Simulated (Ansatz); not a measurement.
## Li2O, space group Fm-3m: cell relaxations under several functionals, step by step

Computed with Ansatz 0.2.0 through its Python package.

Notebook, run cell by cell (the value of a cell's last expression is shown):

```python
import ansatz as az
import numpy as np
```

```python
def edges_and_angles(cell):
    cell = np.asarray(cell)
    a, b, c = np.linalg.norm(cell, axis=1)
    cosines = cell[1] @ cell[2] / (b * c), cell[0] @ cell[2] / (a * c), cell[0] @ cell[1] / (a * b)
    return (a, b, c, *np.degrees(np.arccos(cosines)))
```

```python
structure = (
    az.Lattice.fcc(4.61)
    .space_group(225)
    .atom('Li', (0.25, 0.75, 0.75))
    .atom('O', (0.0, 0.0, 0.0))
    .primitive()
)
```

```python
[site.symbol for site in structure.resolved().sites]
```

    ['Li', 'Li', 'O']

```python
model = structure.calculation()
model = model.pseudopotentials('paw', azcp={'folder': 'soft_1'})
model = model.occupations('fixed').basis(550)
model = model.kpoints(8)
model = model.relax(cell=True)
```

```python
levels = [('pbe', 'd3bj'), ('pbe', 'd4'), ('rpbe', 'none')]
print('level            a       b       c    alpha   beta  gamma  V/atom  steps')
for name, dispersion in levels:
    seen = []
    run = model.functional(name, dispersion=dispersion).session().plan()
    result = run.execute(on_event=lambda e: seen.append(e) if e['event'] == 'relax_step' else None)
    cell = result.lattice.cell_ang
    label = name if dispersion == 'none' else f'{name}+{dispersion}'
    print('{:13s} {:7.4f} {:7.4f} {:7.4f} {:6.2f} {:6.2f} {:6.2f}'.format(label, *edges_and_angles(cell)), f'{abs(np.linalg.det(cell)) / len(result.lattice.sites):7.3f} {len(seen):5d}')
```

    level            a       b       c    alpha   beta  gamma  V/atom  steps
    pbe+d3bj       3.1984  3.1984  3.1984  60.00  60.00  60.00   7.712     5
    pbe+d4         3.2464  3.2464  3.2464  60.00  60.00  60.00   8.064     4
    rpbe           3.3211  3.3211  3.3211  60.00  60.00  60.00   8.634     5

From smallest to largest: PBE+D3BJ (7.71 Å³ an atom, -5.5 % against the start), PBE+D4 (8.06 Å³ an atom, -1.2 % against the start) and RPBE (8.63 Å³ an atom, +5.8 % against the start). The spread is 12.0 % in volume.

What to keep in mind:
- Forces vanish by symmetry, so the ions can't move, and the end may be a saddle.
- Edges and angles are those of the cell as typed, here a primitive one, not of the conventional cell.
- The starting cell is as deposited in a crystallographic database; the results hold for this polymorph, which needn't be the stable one.
- Processor time in the engine: 14 s on 1 thread of Intel(R) Xeon(R) Processor @ 2.30GHz, on a shared host, peak memory 0.49 GiB.
